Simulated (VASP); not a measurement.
# CdTe (F-43m) in VASP: convergence with ecut chi

Aim: find how far ecut chi must go before the results for CdTe settle, at PBE. This setting moves, with any that are tied to it; all else stays.

All numbers are computed with VASP 6.6.1; they aren't measurements. Logs are shortened: lines on timing, memory, paths and dates and some standing lists are left out, and cuts for length are marked.

## 1. The structure

Symmetry: F-43m, No. 216, cubic system. Conventional cell: a = 6.410 Å, b = 6.410 Å, c = 6.410 Å, α = 90.00°, β = 90.00°, γ = 90.00°. Around Te (site symmetry -43m) lie 4 Cd at 2.78 Å. Cd (site symmetry -43m) has 4 Te at 2.78 Å as nearest neighbours.

## 2. With ecut chi 50

POSCAR

```
CdTe
1.0
    0.0000000000      3.2050000000      3.2050000000
    3.2050000000      0.0000000000      3.2050000000
    3.2050000000      3.2050000000      0.0000000000
Te Cd
1 1
Direct
    0.7500000000      0.7500000000      0.7500000000
    0.0000000000      0.0000000000      0.0000000000
```

INCAR.step1

```
PREC = Accurate ; ENCUT = 450
EDIFF = 1E-8 ; ISMEAR = 0
SIGMA = 0.01 ; LREAL = False
LASPH = True ; NELM = 60
ALGO = Fast ; LWAVE = True
LCHARG = False ; GGA = PE
```

INCAR.step2

```
PREC = Accurate ; ENCUT = 450
EDIFF = 1E-8 ; ISMEAR = 0
SIGMA = 0.01 ; LREAL = False
LASPH = True ; NELM = 1
ALGO = Exact ; LWAVE = True
LCHARG = False ; GGA = PE
NBANDS = 109 ; LOPTICS = True
ISTART = 1
```

INCAR.step3

```
PREC = Accurate ; ENCUT = 450
EDIFF = 1E-8 ; ISMEAR = 0
SIGMA = 0.01 ; LREAL = False
LASPH = True ; ALGO = EVGW0
LWAVE = False ; LCHARG = False
GGA = PE ; NELMGW = 1
NBANDS = 109 ; ENCUTGW = 50
NOMEGA = 48 ; PRECFOCK = Fast
ISTART = 1 ; NBANDSGW = 17
```

KPOINTS

```
regular mesh
0
Gamma
  3 3 3
```

Potentials or basis: VASP PAW PBE potentials, release 64 (Te_GW, Cd_GW).

The run is started by

```
cat potpaw_PBE.64/Te_GW/POTCAR potpaw_PBE.64/Cd_GW/POTCAR > POTCAR
cp INCAR.step1 INCAR
mpirun -np 1 vasp_std > vasp.out
cp INCAR.step2 INCAR
mpirun -np 1 vasp_std > vasp.out
cp INCAR.step3 INCAR
mpirun -np 1 vasp_std > vasp.out
```

OUTCAR:

```text
PREC = Accurate
   ENCUT = 450
   EDIFF = 1E-8
   ISMEAR = 0
   LREAL = False
   LASPH = True
   GGA = PE
   NELMGW = 1
   ENCUTGW = 50
   PRECFOCK = Fast
   ISTART = 1

 Found      4 irreducible k-points:

 Following reciprocal coordinates:
            Coordinates               Weight
  0.000000  0.000000  0.000000      1.000000
  0.333333  0.000000  0.000000      8.000000
  0.333333  0.333333  0.000000      6.000000
 -0.333333  0.333333  0.000000     12.000000
   k-points           NKPTS =      4   k-points in BZ     NKDIM =     27   number of bands    NBANDS=    109
   number of dos      NEDOS =    301   number of ions     NIONS =      2
   total plane-waves  NPLWV =  32768
   dimension x,y,z NGX =    32 NGY =   32 NGZ =   32
   dimension x,y,z NGXF=    64 NGYF=   64 NGZF=   64
   ions per type =               1   1
   NGX,Y,Z   is equivalent  to a cutoff of  11.74, 11.74, 11.74 a.u.
   NGXF,Y,Z  is equivalent  to a cutoff of  23.47, 23.47, 23.47 a.u.
 SYSTEM =  unknown system
   PREC   = accura    normal or accurate (medium, high low for compatibility)
   ISTART =      1    job   : 0-new  1-cont  2-samecut
   ICHARG =      0    charge: 1-file 2-atom 10-const
   ISPIN  =      1    spin polarized calculation?
   LNONCOLLINEAR =      F non collinear calculations
   LSORBIT =      F    spin-orbit coupling
   LASPH  =      T    aspherical Exc in radial PAW
   ENCUT  =  450.0 eV  33.07 Ry    5.75 a.u.   7.84  7.84  7.84*2*pi/ulx,y,z
   NELM   =     60;   NELMIN=  2; NELMDL=  0     # of ELM steps
   EDIFF  = 0.1E-07   stopping-criterion for ELM
   LREAL  =      F    real-space projection
   EDIFFG = 0.1E-06   stopping-criterion for IOM
   NSW    =      0    number of steps for IOM
   IBRION =     -1    ionic relax: 0-MD 1-quasi-New 2-CG
   NFREE  =      0    steps in history (QN), initial steepest desc. (CG)
   ISIF   =      0    stress and relaxation
   ISYM   =      3    0-nonsym 1-usesym 2-fastsym
   POTIM  = 0.5000    time-step for ionic-motion
   TEBEG  =    0.0;   TEEND  =   0.0 temperature during run
   PSTRESS=    0.0 pullay stress
   NELECT =      18.0000    total number of electrons
   NUPDOWN=      -1.0000    fix difference up-down
   EMIN   =  10.00;   EMAX   =-10.00  energy-range for DOS
   EFERMI =   0.00;   METHOD = LEGACY
   ISMEAR =     0;   SIGMA  =   0.01  broadening in eV -4-tet -1-fermi 0-gaus
   EFERMI_NEDOS =   21; number of points for ismear=-14 and -15
   IALGO  =     38    algorithm
   IMIX   =      4    mixing-type and parameters
     AMIX     =   0.40;   BMIX     =  1.00
     AMIX_MAG =   1.60;   BMIX_MAG =  1.00
  volume/ion in A,a.u.               =      32.92       222.17
  Fermi-wavevector in a.u.,A,eV,Ry     =   1.062497  2.007828 15.359610  1.128899
  Thomas-Fermi vector in A             =   2.197950
   LORBIT       =      0    0 simple, 1 ext, 2 COOP (PROOUT), +10 PAW based schemes
   GGA     = PE    functional components
   LHFCALC =     T    Hartree Fock is set to
   PRECFOCK=fast      Normal, Fast or Accurate (Low or Medium for compatibility)
   ENCUT4O =  -1.0   cutoff for four orbital integrals eV
   NKREDX  =     1    reduce k-point grid by
   NKREDY  =     1    reduce k-point grid by
   NKREDZ  =     1    reduce k-point grid by
   AEXX    =    1.0000 exact exchange contribution
   HFSCREEN=    0.0000 screening length (either q_TF or 0.3 A-1)
   HFSCREENC=   0.0000 screening length for correlation (either q_TF or 0.3 A-1)
   ENCUTFOCK=  -1.0 apply spherical cutoff to Coloumb kernel
   IVDW    =     0    specifies the selected vdW correction
   LEPSILON=     F    determine dielectric tensor
   LRPA    =     F    only Hartree local field effects (RPA)
   LRPAFORCE           =     F    calculate RPA forces
   ENCUTGW             =  50.0    cutoff for response function in eV
   ENCUTGWSOFT         =  40.0    soft cutoff for Coulomb kernel in GW response function in eV
   ENCUTLF             =  -1.0    cutoff for local field effects
   NELMGW              =     1    number of iterations in solving QP/BSE equation
   NELMHF              =     1    number of iterations in the inner HF iteration
   NKREDLFX            =     1    NKREDLFY  =   1   NKREDLFZ  =   1
 non-spin polarized calculation
 Gauss-broadening in eV      SIGMA  =   0.01
  energy-cutoff  :      450.00
  volume of cell :       65.84
 maximum number of plane-waves:      1430
  NGX = 18; NGY = 18; NGZ = 18
   NGX = 15   NGY = 15   NGZ = 15
 maximum number of plane-waves:        59
 NGX is ok and might be reduce to    14

 QP shifts <psi_nk| G(iteration)W_0 |psi_nk>: iteration 1
 for sc-GW calculations column KS-energies equals QP-energies in previous step
 and V_xc(KS)=  KS-energies - (<T + V_ion + V_H > + <T+V_H+V_ion>^1  + <V_x>^1)

 k-point   1 :       0.0000    0.0000    0.0000
  band No.  KS-energies  QP-energies   sigma(KS)   V_xc(KS)     V^pw_x(r,r')   Z            occupation Imag(sigma)

      1      -7.6152      -7.7570     -11.1413     -10.9295     -17.3099       0.6698       2.0000       1.0456
      2      -4.7626      -6.2597     -17.3989     -15.2356     -22.9741       0.6920       2.0000       0.4183
      3      -4.7626      -6.2597     -17.3989     -15.2356     -22.9741       0.6920       2.0000       0.4183
      4      -4.7626      -6.2597     -17.3989     -15.2356     -22.9741       0.6920       2.0000       0.4183
      5      -4.4845      -6.0452     -17.7400     -15.4962     -23.2209       0.6956       2.0000       0.3801
      6      -4.4845      -6.0452     -17.7400     -15.4962     -23.2209       0.6956       2.0000       0.3801
[... 9 lines left out ...]
     16      13.2232      13.4328      -8.7666      -9.0475      -4.0373       0.7462       0.0000      -0.2407
     17      13.7741      13.6301      -7.0891      -6.8968      -1.9956       0.7489       0.0000      -0.3306

 k-point   2 :       0.3333    0.0000    0.0000
  band No.  KS-energies  QP-energies   sigma(KS)   V_xc(KS)     V^pw_x(r,r')   Z            occupation Imag(sigma)

      1      -7.2927      -7.4699     -11.7513     -11.4821     -17.8528       0.6584       2.0000       0.9524
      2      -4.7079      -6.2166     -17.4755     -15.3004     -23.0410       0.6937       2.0000       0.4146
      3      -4.7079      -6.2166     -17.4755     -15.3004     -23.0410       0.6937       2.0000       0.4146
      4      -4.4813      -6.0454     -17.7462     -15.5049     -23.2351       0.6979       2.0000       0.3811
      5      -4.4813      -6.0454     -17.7462     -15.5049     -23.2351       0.6979       2.0000       0.3811
      6      -4.3709      -5.7728     -16.9726     -14.9629     -22.4152       0.6976       2.0000       0.4367
[... 9 lines left out ...]
     16      12.6632      12.7596      -8.2774      -8.4059      -3.5173       0.7504       0.0000      -0.2370
     17      16.1325      16.3610      -8.3794      -8.6854      -2.8393       0.7467       0.0000      -0.5138

 k-point   3 :       0.3333    0.3333    0.0000
  band No.  KS-energies  QP-energies   sigma(KS)   V_xc(KS)     V^pw_x(r,r')   Z            occupation Imag(sigma)

      1      -7.1915      -7.3902     -11.9918     -11.6882     -18.0730       0.6547       2.0000       0.9178
      2      -4.6332      -6.1571     -17.6081     -15.4160     -23.1721       0.6952       2.0000       0.4116
      3      -4.6332      -6.1571     -17.6081     -15.4160     -23.1721       0.6952       2.0000       0.4116
      4      -4.5860      -6.1043     -17.3741     -15.1910     -22.8449       0.6955       2.0000       0.3956
      5      -4.4595      -6.0277     -17.7759     -15.5342     -23.2667       0.6996       2.0000       0.3793
      6      -4.2705      -5.6512     -16.8578     -14.8953     -22.2635       0.7035       2.0000       0.4369
[... 9 lines left out ...]
     16      15.8694      16.0184      -8.0673      -8.2665      -2.6507       0.7479       0.0000      -0.4615
     17      16.7332      16.7199      -7.3734      -7.3556      -1.9975       0.7471       0.0000      -0.4859

 k-point   4 :      -0.3333    0.3333    0.0000
  band No.  KS-energies  QP-energies   sigma(KS)   V_xc(KS)     V^pw_x(r,r')   Z            occupation Imag(sigma)

      1      -7.0935      -7.3331     -12.3118     -11.9475     -18.3777       0.6577       2.0000       0.8816
      2      -4.6546      -6.1788     -17.5116     -15.3219     -23.0522       0.6961       2.0000       0.4105
      3      -4.6311      -6.1597     -17.6079     -15.4179     -23.1719       0.6980       2.0000       0.4120
      4      -4.5143      -6.0728     -17.6826     -15.4457     -23.1740       0.6967       2.0000       0.3853
      5      -4.4795      -6.0449     -17.7397     -15.5003     -23.2300       0.6990       2.0000       0.3809
      6      -3.9168      -5.2148     -16.8811     -15.0487     -22.2525       0.7084       2.0000       0.4447
[... 9 lines left out ...]
     16      15.9935      16.0214      -7.6238      -7.6612      -2.3089       0.7479       0.0000      -0.4433
     17      16.5622      16.5853      -7.7423      -7.7731      -2.4001       0.7489       0.0000      -0.4853
```

Wall time 68 s (1 thread of Intel Xeon Platinum 8375C at 2.90GHz (Ice Lake), shared host); peak memory 0.39 GiB.

Results:

| Quantity | Value |
| --- | --- |
| Band gap on the k mesh, mean-field level | 0.83 eV, direct |
| Quasiparticle gap | 1.47 eV |
| Least direct quasiparticle gap | 1.47 eV |

## 3. With ecut chi 75

POSCAR is that of step 2.

INCAR.step1 is that of step 2.

INCAR.step2 is that of step 2.

Changes to INCAR.step3 since step 2:

```diff
@@ -6,3 +6,3 @@
 GGA = PE ; NELMGW = 1
-NBANDS = 109 ; ENCUTGW = 50
+NBANDS = 109 ; ENCUTGW = 75
 NOMEGA = 48 ; PRECFOCK = Fast
```

KPOINTS is that of step 2.

Potentials or basis: VASP PAW PBE potentials, release 64 (Te_GW, Cd_GW).

The run is started by

```
cat potpaw_PBE.64/Te_GW/POTCAR potpaw_PBE.64/Cd_GW/POTCAR > POTCAR
cp INCAR.step1 INCAR
mpirun -np 1 vasp_std > vasp.out
cp INCAR.step2 INCAR
mpirun -np 1 vasp_std > vasp.out
cp INCAR.step3 INCAR
mpirun -np 1 vasp_std > vasp.out
```

Wall time 68 s (1 thread of Intel Xeon Platinum 8375C at 2.90GHz (Ice Lake), shared host); peak memory 0.4 GiB.

Results:

```
Band gap on the k mesh, mean-field level : 0.83 eV, direct
Quasiparticle gap                        : 1.54 eV
Least direct quasiparticle gap           : 1.54 eV
```

## 4. With ecut chi 100

POSCAR is that of step 3.

INCAR.step1 is that of step 3.

INCAR.step2 is that of step 3.

Changes to INCAR.step3 since step 3:

```diff
@@ -6,3 +6,3 @@
 GGA = PE ; NELMGW = 1
-NBANDS = 109 ; ENCUTGW = 75
+NBANDS = 109 ; ENCUTGW = 100
 NOMEGA = 48 ; PRECFOCK = Fast
```

KPOINTS is that of step 3.

The run is started by

```
cat potpaw_PBE.64/Te_GW/POTCAR potpaw_PBE.64/Cd_GW/POTCAR > POTCAR
cp INCAR.step1 INCAR
mpirun -np 1 vasp_std > vasp.out
cp INCAR.step2 INCAR
mpirun -np 1 vasp_std > vasp.out
cp INCAR.step3 INCAR
mpirun -np 1 vasp_std > vasp.out
```

Run time: 70 s. Hardware: 1 thread of Intel Xeon Platinum 8375C at 2.90GHz (Ice Lake), shared host; peak memory 0.4 GiB.

Results:

* Band gap on the k mesh, mean-field level: 0.83 eV, direct
* Quasiparticle gap: 1.59 eV
* Least direct quasiparticle gap: 1.59 eV

## 5. With ecut chi 150

POSCAR is that of step 4.

INCAR.step1 is that of step 4.

INCAR.step2 is that of step 4.

Changes to INCAR.step3 since step 4:

```diff
@@ -6,3 +6,3 @@
 GGA = PE ; NELMGW = 1
-NBANDS = 109 ; ENCUTGW = 100
+NBANDS = 109 ; ENCUTGW = 150
 NOMEGA = 48 ; PRECFOCK = Fast
```

KPOINTS is that of step 4.

The run is started by

```
cat potpaw_PBE.64/Te_GW/POTCAR potpaw_PBE.64/Cd_GW/POTCAR > POTCAR
cp INCAR.step1 INCAR
mpirun -np 1 vasp_std > vasp.out
cp INCAR.step2 INCAR
mpirun -np 1 vasp_std > vasp.out
cp INCAR.step3 INCAR
mpirun -np 1 vasp_std > vasp.out
```

Wall time 78 s (1 thread of Intel Xeon Platinum 8375C at 2.90GHz (Ice Lake), shared host); peak memory 0.39 GiB.

Results:

| Quantity | Value |
| --- | --- |
| Band gap on the k mesh, mean-field level | 0.83 eV, direct |
| Quasiparticle gap | 1.61 eV |
| Least direct quasiparticle gap | 1.61 eV |

## 6. With ecut chi 200

POSCAR is that of step 5.

INCAR.step1 is that of step 5.

INCAR.step2 is that of step 5.

Changes to INCAR.step3 since step 5:

```diff
@@ -6,3 +6,3 @@
 GGA = PE ; NELMGW = 1
-NBANDS = 109 ; ENCUTGW = 150
+NBANDS = 109 ; ENCUTGW = 200
 NOMEGA = 48 ; PRECFOCK = Fast
```

KPOINTS is that of step 5.

Potentials or basis: VASP PAW PBE potentials, release 64 (Te_GW, Cd_GW).

The run is started by

```
cat potpaw_PBE.64/Te_GW/POTCAR potpaw_PBE.64/Cd_GW/POTCAR > POTCAR
cp INCAR.step1 INCAR
mpirun -np 1 vasp_std > vasp.out
cp INCAR.step2 INCAR
mpirun -np 1 vasp_std > vasp.out
cp INCAR.step3 INCAR
mpirun -np 1 vasp_std > vasp.out
```

Run time: 94 s. Hardware: 1 thread of Intel Xeon Platinum 8375C at 2.90GHz (Ice Lake), shared host; peak memory 0.51 GiB.

Results:

| Property | Result |
| --- | --- |
| Band gap on the k mesh, mean-field level | 0.83 eV, direct |
| Quasiparticle gap | 1.61 eV |
| Least direct quasiparticle gap | 1.61 eV |

## 7. With ecut chi 250

POSCAR is that of step 6.

INCAR.step1 is that of step 6.

INCAR.step2 is that of step 6.

Changes to INCAR.step3 since step 6:

```diff
@@ -6,3 +6,3 @@
 GGA = PE ; NELMGW = 1
-NBANDS = 109 ; ENCUTGW = 200
+NBANDS = 109 ; ENCUTGW = 250
 NOMEGA = 48 ; PRECFOCK = Fast
```

KPOINTS is that of step 6.

The run is started by

```
cat potpaw_PBE.64/Te_GW/POTCAR potpaw_PBE.64/Cd_GW/POTCAR > POTCAR
cp INCAR.step1 INCAR
mpirun -np 1 vasp_std > vasp.out
cp INCAR.step2 INCAR
mpirun -np 1 vasp_std > vasp.out
cp INCAR.step3 INCAR
mpirun -np 1 vasp_std > vasp.out
```

It took 2.1 min on 1 thread of Intel Xeon Platinum 8375C at 2.90GHz (Ice Lake), shared host; peak memory 0.79 GiB.

The run converged. Its results:

| Quantity | Value |
| --- | --- |
| Band gap on the k mesh, mean-field level | 0.83 eV, direct |
| Quasiparticle gap | 1.61 eV |
| Least direct quasiparticle gap | 1.61 eV |

## 8. Result

```
ecut chi  quasiparticle gap at the points computed (eV)  CPU time (s)  peak memory (GiB)
      50                                          1.472            66               0.39
      75                                          1.538            67                0.4
     100                                          1.590            69                0.4
     150                                          1.608            77               0.39
     200                                          1.608            92               0.51
     250                                          1.612           130               0.79
```

Against the tightest run, the quasiparticle gap at the points computed stays within 0.05 eV from 100 on. The tightest run that finished is the yardstick and may itself not be fully converged.

Caveats: all runs use coarse meshes; bands, screening cutoff and mesh are small and nothing is extrapolated, so the quasiparticle values aren't converged; spin-orbit coupling is left out, which moves the levels of the heavy elements.
